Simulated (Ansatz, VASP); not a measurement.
Two plane-wave programs on C4N

```
C N
1.0
     3.33130    0.00000    0.00000
     0.00000    3.33130    0.00000
     0.00000    0.00000    3.33130
C N
4 1
Direct
  0.00000 0.00000 0.00000
  0.50000 0.50000 0.00000
  0.50000 0.00000 0.50000
  0.00000 0.50000 0.50000
  0.50000 0.50000 0.50000
```

Change from the starting cell: species swapped into the Ni4N type (Pm-3m, No. 221).

Alike in both runs: functional PBE; k mesh 4 × 4 × 4; occupations gaussian, width 0.1 eV; no spin polarisation.

Ansatz relaxed the structure, and its values are those at the end. VASP's run is a single point on that final structure, the one shown.

|  | VASP | Ansatz |
| --- | --- | --- |
| version | VASP 6.6.1 | Ansatz 0.2.0 |
| potentials or method | VASP PAW PBE potentials, release 64 (C, N) | scalar-relativistic, plane waves, PAW |
| plane-wave cutoff (eV) | 520 | 420 |
| valence electrons in the cell | 21 | 21 |

|  | VASP | Ansatz | Ansatz less VASP |
| --- | --- | --- | --- |
| gap on the k mesh at the Fermi level (eV) | none | none | - |
| pressure (GPa) | -0.5 | -0.4 | +0.14 |

A gap of «none» marks a metal or a gap that the smearing closes.

Caveats: the k mesh is coarse (spacing up to 0.47 Å⁻¹), so the values aren't converged.
